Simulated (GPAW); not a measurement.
A run of GPAW 26.7.0 is set up as follows.

The input run.py:

```python
import numpy as np
from ase import Atoms
from ase.dft.bandgap import bandgap
from ase.io import write
from gpaw import GPAW, PW
from gpaw.response.df import DielectricFunction

atoms = Atoms(['Ga', 'N'],
              cell=[[0.0, 2.2535006075, 2.2535006075],
                    [2.2535006075, 0.0, 2.2535006075],
                    [2.2535006075, 2.2535006075, 0.0]],
              scaled_positions=[[0.0, 0.0, 0.0],
                                [0.25, 0.25, 0.25]],
              pbc=True)

calc = GPAW(mode=PW(600),
            xc='LDA',
            kpts={'size': (8, 8, 8), 'gamma': True},
            occupations={'name': 'fermi-dirac', 'width': 0.001},
            nbands=11,
            convergence={'density': 1e-06},
            maxiter=150,
            txt='gpaw.txt')
atoms.calc = calc
energy = atoms.get_potential_energy()
calc.write('gs.gpw')
write('result.traj', atoms)
print(f'Energy: {energy:.6f} eV')
print('Fermi level:', round(calc.get_fermi_level(), 4), 'eV')
print(f'Gap: {bandgap(calc)[0]:.4f} eV, direct: {bandgap(calc, direct=True)[0]:.4f} eV')

for size in [(18, 18, 18), (26, 26, 26)]:
    name = 'x'.join(str(n) for n in size)
    dense = calc.fixed_density(kpts={'size': size, 'gamma': True},
                               nbands=30, convergence={'bands': 24, 'eigenstates': 1e-7},
                               update_fermi_level=True, txt=f'dense-{name}.txt')
    dense.write(f'{name}.gpw', mode='all')
    df = DielectricFunction(f'{name}.gpw', frequencies=np.array([0.0]), hilbert=False, eta=0.001,
                            ecut=80, nbands=24, intraband=False, txt=f'df-{name}.txt')
    for xc in ['RPA', 'LR0.2', 'ALDA_X']:
        for direction in ['x', 'y', 'z', [0, 1, 1], [1, 0, 1], [1, 1, 0]]:
            e0, e = df.get_macroscopic_dielectric_constant(xc=xc, direction=direction)
            print(f'{name} {xc} {direction}: {e0:.4f} without, {e:.4f} with local fields')
```

Potentials or basis: the program's PAW data sets (release 1.2.1) made for this functional, pw.

Command:

```sh
$ OMP_NUM_THREADS=1 python run.py
```

(1) Estimate the electronic dielectric tensor (diagonal).

(2) What does it give for the band gap on the k mesh?

Results:

(1) 5.66.

(2) 1.84 eV, direct.

Caveat: the long-wavelength limit can be off by a per cent or two.

**The experiment to reproduce.**

A printed reference work, textbook reports, for a bulk crystal of GaN at 0 K: band gap 3.299 eV (direct).

Measured gap of GaN: 3.299 eV (direct; 0 K; a printed reference work, textbook). This calculation gives 1.84 eV (-1.46 eV). Spin-orbit coupling on Ga is left out. The value is that of LDA on a finite k mesh, which can miss the band edges, without temperature or zero-point motion. Semilocal functionals fall short of measured gaps as a rule. The cell is a database's relaxed one, not the measured one, which moves gaps too.
